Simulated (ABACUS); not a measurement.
# TiAl3 (I4/mmm) in ABACUS: single point with WC

Aim: the single point of TiAl3 with WC.

All numbers are computed with ABACUS 3.10.1; they aren't measurements. Logs are shortened: lines on timing, memory, paths and dates and some standing lists are left out, and cuts for length are marked.

### Step 1. Starting point

It takes space group I4/mmm (No. 139, tetragonal). Conventional cell: a = 3.822 Å, b = 3.822 Å, c = 8.561 Å, α = 90.00°, β = 90.00°, γ = 90.00°. Around Ti (site symmetry 4/mmm) lie 12 Al at 2.70 to 2.87 Å. Around Al (site symmetry -4m2) lie 8 Al at 2.70 to 2.87 Å and 4 Ti at 2.87 Å. Around Al (site symmetry 4/mmm) lie 4 Ti at 2.70 Å and 8 Al at 2.87 Å.

The cell comes from a database or a generator and needn't be the stable form of this composition.

### Step 2. Single point, WC

run_abacus.py

```python
"""ABACUS run from a structure file: ASE reads it, the script writes STRU, KPT and INPUT."""
import re
import subprocess
import spglib
from ase import Atoms
from ase.io import read
from ase.units import Bohr

atoms = read("TiAl3.cif")
cell, frac, numbers = spglib.standardize_cell((atoms.cell[:], atoms.get_scaled_positions(), atoms.numbers), to_primitive=True, symprec=1e-4)
atoms = Atoms(numbers=numbers, cell=cell, scaled_positions=frac, pbc=True)  # the primitive cell
atoms = atoms[(-atoms.numbers).argsort(kind="stable")]  # ABACUS lists atoms element by element
pseudo = {'Ti': 'Ti.upf', 'Al': 'Al.upf'}
orbital = {}
magmoms = None
kmesh = [8, 8, 8]
params = {
    'suffix': 'TiAl3',
    'calculation': 'scf',
    'basis_type': 'pw',
    'pseudo_dir': './',
    'symmetry': 1,
    'dft_functional': 'wc',
    'ecutwfc': 85,
    'pseudo_rcut': 7,
    'nspin': 1,
    'nbands': 21,
    'ks_solver': 'dav',
    'smearing_method': 'fd',
    'smearing_sigma': 0.00367493,
    'scf_thr': 1e-08,
    'scf_nmax': 100,
    'mixing_type': 'broyden',
    'mixing_beta': 0.7,
    'cal_force': 1,
    'cal_stress': 1,
    'out_chg': 1,
    'kpar': 4,
}

symbols = atoms.get_chemical_symbols()
elements = list(dict.fromkeys(symbols))
lines = ["ATOMIC_SPECIES"] + [f"{e} {atoms.get_masses()[symbols.index(e)]:.4f} {pseudo[e]}" for e in elements]
if orbital:
    lines += ["", "NUMERICAL_ORBITAL"] + [orbital[e] for e in elements]
lines += ["", "LATTICE_CONSTANT", f"{1 / Bohr:.10f}", "", "LATTICE_VECTORS"]
lines += [" ".join(f"{x:.10f}" for x in v) for v in atoms.cell]
lines += ["", "ATOMIC_POSITIONS", "Direct"]
for e in elements:
    lines += ["", e, "0.0", str(symbols.count(e))]
    for i, p in enumerate(atoms.get_scaled_positions(wrap=False)):
        if symbols[i] == e:
            mag = "" if magmoms is None else " mag " + " ".join(str(x) for x in (magmoms[i] if isinstance(magmoms[i], list) else [magmoms[i]]))
            lines.append(" ".join(f"{x:.10f}" for x in p) + " 1 1 1" + mag)
open("STRU", "w").write("\n".join(lines) + "\n")
open("KPT", "w").write("K_POINTS\n0\nGamma\n%d %d %d 0 0 0\n" % tuple(kmesh))
open("INPUT", "w").write("INPUT_PARAMETERS\n" + "".join(f"{k:<20s}{v}\n" for k, v in params.items()))

done = subprocess.run(['mpirun', '-np', '4', 'abacus'])
if done.returncode:
    raise SystemExit(done.returncode)
log = open("OUT.TiAl3/running_scf.log").read()
print("final energy (eV):", re.findall(r"FINAL_ETOT_IS (\S+)", log))
```

TiAl3.cif

```cif
data_TiAl3
_cell_length_a 3.82221354
_cell_length_b 3.82221354
_cell_length_c 8.56133759
_cell_angle_alpha 90.00000000
_cell_angle_beta 90.00000000
_cell_angle_gamma 90.00000000
_space_group_name_H-M_alt 'I4/mmm'
_space_group_name_Hall '-I 4 2'
_space_group_IT_number 139
loop_
_space_group_symop_operation_xyz
'x,y,z'
'-x,-y,-z'
'-y,x,z'
'y,-x,-z'
'-x,-y,z'
'x,y,-z'
'y,-x,z'
'-y,x,-z'
'x,-y,-z'
'-x,y,z'
'-y,-x,-z'
'y,x,z'
'-x,y,-z'
'x,-y,z'
'y,x,-z'
'-y,-x,z'
'x+1/2,y+1/2,z+1/2'
'-x+1/2,-y+1/2,-z+1/2'
'-y+1/2,x+1/2,z+1/2'
'y+1/2,-x+1/2,-z+1/2'
'-x+1/2,-y+1/2,z+1/2'
'x+1/2,y+1/2,-z+1/2'
'y+1/2,-x+1/2,z+1/2'
'-y+1/2,x+1/2,-z+1/2'
'x+1/2,-y+1/2,-z+1/2'
'-x+1/2,y+1/2,z+1/2'
'-y+1/2,-x+1/2,-z+1/2'
'y+1/2,x+1/2,z+1/2'
'-x+1/2,y+1/2,-z+1/2'
'x+1/2,-y+1/2,z+1/2'
'y+1/2,x+1/2,-z+1/2'
'-y+1/2,-x+1/2,z+1/2'
loop_
_atom_site_label
_atom_site_type_symbol
_atom_site_symmetry_multiplicity
_atom_site_Wyckoff_symbol
_atom_site_fract_x
_atom_site_fract_y
_atom_site_fract_z
_atom_site_occupancy
Ti1 Ti 2 a 0.0000000000 0.0000000000 0.0000000000 1
Al1 Al 4 d 0.5000000000 0.0000000000 0.2500000000 1
Al2 Al 2 b 0.5000000000 0.5000000000 0.0000000000 1
```

Potentials or basis: Ansatz NC PBE, plane waves.

Launch:

```
$ OMP_NUM_THREADS=1 python run_abacus.py > log
```

running log:

```text
[... set-up lines left out ...]
 PW ALGORITHM --------------- ION=   1  ELEC=   1--------------------------------

 Notice: Threshold on eigenvalues was too large.
 hsover_error=0.21 > DRHO=0.0588353
 Origin diag ethr = 0.01
 New diag ethr = 0.000280168

 Density error is 0.0597067500911
                          Error Threshold = 0.000280168238651
----------------------------------------------------------
     Energy           Rydberg                 eV
----------------------------------------------------------
 E_KohnSham     -155.5808944117      -2116.7866639353
 E_Harris       -156.9742149503      -2135.7437624011
 E_Fermi        0.7190515304         9.7831979696
----------------------------------------------------------

 PW ALGORITHM --------------- ION=   1  ELEC=   2--------------------------------

 Density error is 0.123638189492
                          Error Threshold = 0.000284317857577
----------------------------------------------------------
     Energy           Rydberg                 eV
----------------------------------------------------------
 E_KohnSham     -155.5645934494      -2116.5648779660
 E_Harris       -151.8097796356      -2065.4780151680
 E_Fermi        0.6779390538         9.2238340286
----------------------------------------------------------

 PW ALGORITHM --------------- ION=   1  ELEC=   3--------------------------------

 Density error is 0.0286217874919
                          Error Threshold = 0.000284317857577
----------------------------------------------------------
     Energy           Rydberg                 eV
----------------------------------------------------------
 E_KohnSham     -155.5903510721      -2116.9153284012
 E_Harris       -157.3580651966      -2140.9663129288
 E_Fermi        0.7198994294         9.7947342267
----------------------------------------------------------

 PW ALGORITHM --------------- ION=   1  ELEC=   4--------------------------------

 Density error is 0.000163474829192
                          Error Threshold = 0.000136294226152
----------------------------------------------------------
     Energy           Rydberg                 eV
----------------------------------------------------------
 E_KohnSham     -155.5934572060      -2116.9575895205
 E_Harris       -155.7019218723      -2118.4333270143
 E_Fermi        0.7066859925         9.6149561948
----------------------------------------------------------

 PW ALGORITHM --------------- ION=   1  ELEC=   5--------------------------------

 Density error is 1.15264426285e-05
                          Error Threshold = 7.78451567581e-07
----------------------------------------------------------
     Energy           Rydberg                 eV
----------------------------------------------------------
 E_KohnSham     -155.5935079555      -2116.9582800032
 E_Harris       -155.5598431015      -2116.5002461668
 E_Fermi        0.7056175175         9.6004188466
----------------------------------------------------------

 PW ALGORITHM --------------- ION=   1  ELEC=   6--------------------------------

 Density error is 4.77298235709e-07
                          Error Threshold = 5.48878220406e-08
----------------------------------------------------------
     Energy           Rydberg                 eV
----------------------------------------------------------
 E_KohnSham     -155.5935089094      -2116.9582929820
 E_Harris       -155.5861673502      -2116.8584059444
 E_Fermi        0.7057993502         9.6028928076
----------------------------------------------------------

 PW ALGORITHM --------------- ION=   1  ELEC=   7--------------------------------

 Density error is 2.0608648028e-09
                          Error Threshold = 2.27284874147e-09
----------------------------------------------------------
     Energy           Rydberg                 eV
----------------------------------------------------------
 E_KohnSham     -155.5935090089      -2116.9582943351
 E_KS(sigma->0) -155.5930922387      -2116.9526238862
 E_Harris       -155.5937932604      -2116.9621617753
 E_band         -11.1540250314       -151.7582960614
 E_one_elec     -61.3267141157       -834.3927515902
 E_Hartree      38.2676292620        520.6578069145
 E_xc           -46.8789500187       -637.8208365109
 E_Ewald        -85.6546405962       -1165.3911722506
 E_entropy(-TS) -0.0008335403        -0.0113408977
 E_descf        0.0000000000         0.0000000000
 E_exx          0.0000000000         0.0000000000
 E_Fermi        0.7058551993         9.6036526736
----------------------------------------------------------

 charge density convergence is achieved
 final etot is -2116.9582943 eV
 EFERMI = 9.6036526736 eV

 STATE ENERGY(eV) AND OCCUPATIONS    NSPIN == 1
 1/15 kpoint (Cartesian) = 0.0000 0.0000 0.0000 (5551 pws)
       1       -46.7435     0.00390625
       2       -23.0892     0.00390625
       3       -23.0892     0.00390625
       4       -23.0136     0.00390625
       5      -0.529920     0.00390625
       6        6.71754     0.00390625
[... 13 lines left out ...]
      20        16.4391    1.65722e-62
      21        18.8660    1.37943e-83

 2/15 kpoint (Cartesian) = 0.032704 0.0000 -0.014601 (5591 pws)
       1       -46.7433      0.0312500
       2       -23.0935      0.0312500
       3       -23.0890      0.0312500
       4       -23.0134      0.0312500
       5      -0.334221      0.0312500
       6        6.13046      0.0312500
[... 13 lines left out ...]
      20        16.8911    1.57454e-65
      21        17.0841    3.31545e-67

 3/15 kpoint (Cartesian) = 0.065407 0.0000 -0.029201 (5579 pws)
       1       -46.7428      0.0312500
       2       -23.1036      0.0312500
       3       -23.0883      0.0312500
       4       -23.0130      0.0312500
       5       0.243650      0.0312500
       6        5.29831      0.0312500
[... 13 lines left out ...]
      20        16.5084    3.32035e-62
      21        18.0443    1.51378e-75

 4/15 kpoint (Cartesian) = 0.098111 0.0000 -0.043802 (5573 pws)
       1       -46.7423      0.0312500
       2       -23.1137      0.0312500
       3       -23.0877      0.0312500
       4       -23.0125      0.0312500
       5        1.17423      0.0312500
       6        3.90359      0.0312500
[... 13 lines left out ...]
      20        16.9142    9.90651e-66
      21        17.9387    1.25302e-74

 5/15 kpoint (Cartesian) = 0.13081 0.26163 0.058402 (5596 pws)
       1       -46.7421      0.0156250
       2       -23.1179      0.0156250
       3       -23.0874      0.0156250
       4       -23.0124      0.0156250
       5        2.25232      0.0156250
       6        2.60896      0.0156250
[... 13 lines left out ...]
      20        16.8852    8.84948e-66
      21        17.8132    7.70200e-74

 6/15 kpoint (Cartesian) = 0.032704 0.032704 -0.029201 (5570 pws)
       1       -46.7431      0.0312500
       2       -23.0935      0.0312500
       3       -23.0928      0.0312500
       4       -23.0134      0.0312500
       5     -0.0772679      0.0312500
       6        5.51354      0.0312500
[... 13 lines left out ...]
      20        16.5977    5.56012e-63
      21        17.6979    1.54477e-72

[... levels at 9 further k points ...]

------------------------------------------------------------------------------------------
 TOTAL-FORCE (eV/Angstrom)
------------------------------------------------------------------------------------------
                       Ti1         0.0000000000         0.0000000000         0.0000000000
                       Al1         0.0000000000         0.0000000000         0.0000000000
                       Al2         0.0000000000         0.0000000000         0.0000000000
                       Al3         0.0000000000         0.0000000000         0.0000000000
------------------------------------------------------------------------------------------

----------------------------------------------------------------
 TOTAL-STRESS (KBAR)
----------------------------------------------------------------
        -4.1161389849         0.0000000000         0.0000000000
         0.0000000000        -4.1161389849        -0.0000000000
        -0.0000000000        -0.0000000000        -2.9766285031
----------------------------------------------------------------
 TOTAL-PRESSURE: -3.736302 KBAR

 --------------------------------------------
 !FINAL_ETOT_IS -2116.9582943350619644 eV
 --------------------------------------------
```

Wall time 73 s (4 MPI ranks of Intel Xeon Platinum 8259CL at 2.50GHz (Skylake/Cascade Lake), shared host); peak memory 0.6 GiB.

Results:

* Free energy: -2116.9583 eV
* Pressure: -0.4 GPa
* Band gap on the k mesh: none (metal or under the smearing width)

Stress tensor (GPa, compression positive):
```
-0.41  0.00  0.00
 0.00 -0.41  0.00
 0.00  0.00 -0.30
```

Caveat: the potentials were made for another functional, which shifts forces and pressure.
